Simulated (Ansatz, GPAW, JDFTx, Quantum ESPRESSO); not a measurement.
## SiC: 5 runs at one level of theory

```
Si C
1.0
     3.07600    0.00000    0.00000
    -1.53800    2.66389    0.00000
     0.00000    0.00000    5.04800
Si C
2 2
Direct
  0.66667 0.33333 0.50000
  0.33333 0.66667 0.00000
  0.66667 0.33333 0.88500
  0.33333 0.66667 0.38500
```

Alike in all runs: task single point; functional PBE; k mesh 10 × 10 × 5; occupations fermi-dirac, width 0.05 eV; no spin polarisation; no spin-orbit coupling. Pressure is positive in compression and, in plane waves, holds the error of the finite cutoff, which Ansatz's Pulay term estimates and takes out.

```tsv
program and potentials	plane-wave cutoff (eV)	notes	pressure (GPa)	largest force (eV/Å)
Ansatz, Ansatz PAW	350	Pulay term of +1.92 GPa included	3.59	0.750
JDFTx, PseudoDojo-SR-PBE-0.5-standard	1116	-	3.66	0.760
GPAW, GPAW PAW data sets (gpaw-data 1.2.1)	800	-	4.97	0.770
Quantum ESPRESSO, SSSP 1.3 efficiency PBE	748	-	3.90	0.758
JDFTx, PseudoDojo-SR-PBE-0.5-standard with smoothed tails	1116	-	3.68	0.760
```

Force on atom 3 (C), eV/Å:

```tsv
program and potentials	x	y	z
Ansatz, Ansatz PAW	0.000	0.000	-0.750
JDFTx, PseudoDojo-SR-PBE-0.5-standard	0.000	0.000	-0.760
GPAW, GPAW PAW data sets (gpaw-data 1.2.1)	0.000	0.000	-0.770
Quantum ESPRESSO, SSSP 1.3 efficiency PBE	0.000	0.000	-0.758
JDFTx, PseudoDojo-SR-PBE-0.5-standard with smoothed tails	0.000	0.000	-0.760
```

The pressure spans 3.59 (Ansatz, Ansatz PAW) to 4.97 GPa (GPAW, GPAW PAW data sets (gpaw-data 1.2.1)). The atoms of the given cell lie far from their minimum at this level.

Differences between rows come from potentials, basis sets and numerical settings, since the functional is the same but for its coding. Runs on potential files found faulty are left out.

The force on carbon points along the polar axis, towards the silicon directly below it. In the given wurtzite cell this axial Si–C bond is longer than the three inclined ones, so the force acts to shorten it and restore nearly equal tetrahedral bonds, as directional sp³ bonding favours. The threefold axis through each atom forbids any lateral component. All five runs agree closely on this force, from 0.750 to 0.770 eV/Å, so the internal distortion is a property of the supplied geometry rather than of any one potential.

The positive pressure means that the cell would tend to expand with the atoms held at these fractional positions, in keeping with the slight overestimate of lattice constants usual for PBE in covalent semiconductors. Four runs lie between 3.59 and 3.90 GPa; GPAW stands apart at 4.97 GPa, probably through its data sets, although its force is hardly different. Because the internal coordinate is coupled to the axial strain, these pressures don't by themselves fix the equilibrium volume or axial ratio.
